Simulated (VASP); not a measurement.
# Ni: relaxation of cell and atoms with PBEsol

Ni:

```
Ni
1.0
     2.48875    0.00000    0.00000
    -1.24437    2.15532    0.00000
     0.00000    0.00000    4.06412
Ni
2
Direct
  0.33333 0.66667 0.25000
  0.66667 0.33333 0.75000
```

This isn't the form of Ni at room conditions, which is fcc.

```
Program                : VASP 6.6.1
Task                   : relaxation of cell and atoms
Functional             : PBEsol
Potentials or basis    : VASP PAW PBE potentials, release 64 (Ni)
Cutoff                 : 600 eV
k mesh                 : 21 × 21 × 10
Occupations            : gaussian, width 0.1 eV
Spin                   : collinear spin, ferromagnetic start
Starting moments       : [1.0, 1.0] μB
Further INCAR settings : ALGO = Normal; EDIFF = 1e-07; IBRION = 2; EDIFFG = -0.005; NSW = 90; ISIF = 3
```

```json
{
 "Relaxed volume": "10.40 Å³/atom",
 "Relaxed cell": "a = 2.445 Å, b = 2.445 Å, c = 4.018 Å, α = 90.00°, β = 90.00°, γ = 120.00°",
 "Space group after relaxing (to 0.05 Å)": "P6_3/mmc (No. 194)",
 "Energy gained by relaxing": "15.3 meV/atom",
 "Ionic steps": "11",
 "Pressure after relaxing": "0.0 GPa",
 "Band gap on the k mesh": "none (metal or under the smearing width)",
 "Net moment": "1.24 μB per cell",
 "Site moments": "Ni +0.62 μB",
 "Valence electrons inside the program's atomic spheres": "Ni 9.40"
}
```

Step by step:
| step | energy change (eV) | largest force (eV/Å) | pressure (GPa) | volume (Å³) |
| --- | --- | --- | --- | --- |
| 1 | 0.0000 | 0.0000 | -9.31 | 21.80 |
| 2 | 0.0025 | 0.0000 | 11.72 | 19.86 |
| 3 | -0.0304 | 0.0000 | -0.07 | 20.81 |
| 4 | -0.0303 | 0.0000 | 0.16 | 20.79 |
| 5 | -0.0305 | 0.0000 | 0.16 | 20.79 |
| 6 | -0.0305 | 0.0000 | 0.15 | 20.79 |
| 7 | -0.0305 | 0.0000 | 0.15 | 20.79 |
| 8 | -0.0305 | 0.0000 | 0.15 | 20.79 |
| 9 | -0.0305 | 0.0000 | 0.15 | 20.79 |
| 10 | -0.0305 | 0.0000 | -0.15 | 20.82 |
| 11 | -0.0305 | 0.0000 | 0.01 | 20.81 |

Final structure:
```
Ni
1.0
     2.44538    0.00000    0.00000
    -1.22269    2.11776    0.00000
     0.00000    0.00000    4.01758
Ni
2
Cartesian
  0.0000 1.4118 1.0044
  1.2227 0.7059 3.0132
```

Levels at points of the mesh, in eV from the Fermi level:
Spin up:
| k point | band 7 | band 8 | band 9 | band 10 | band 11 | band 12 | band 13 | band 14 | band 15 |
| --- | --- | --- | --- | --- | --- | --- | --- | --- | --- |
| (0.00, 0.00, 0.00) | -2.17 | -1.72 | -1.72 | -0.72 | -0.72 | -0.52 | 5.87 | 22.99 | 25.23 |
| (0.00, 0.00, 0.50) | -2.50 | -2.50 | -1.02 | -1.02 | -1.02 | -1.02 | 14.67 | 14.67 | 23.73 |
Spin down:
| k point | band 6 | band 7 | band 8 | band 9 | band 10 | band 11 | band 12 | band 13 |
| --- | --- | --- | --- | --- | --- | --- | --- | --- |
| (0.00, 0.00, 0.00) | -1.50 | -1.50 | -1.05 | -1.05 | -0.54 | -0.01 | -0.01 | 6.27 |
| (0.00, 0.00, 0.50) | -1.85 | -1.85 | -1.85 | -0.32 | -0.32 | -0.32 | -0.32 | 14.82 |

Wall time 11 min on 1 thread of Intel(R) Xeon(R) Platinum 8488C (Sapphire Rapids) (shared host), peak memory 0.3 GiB.

Caveat: the PAW data sets were made with another functional, which shifts forces and pressure a little.
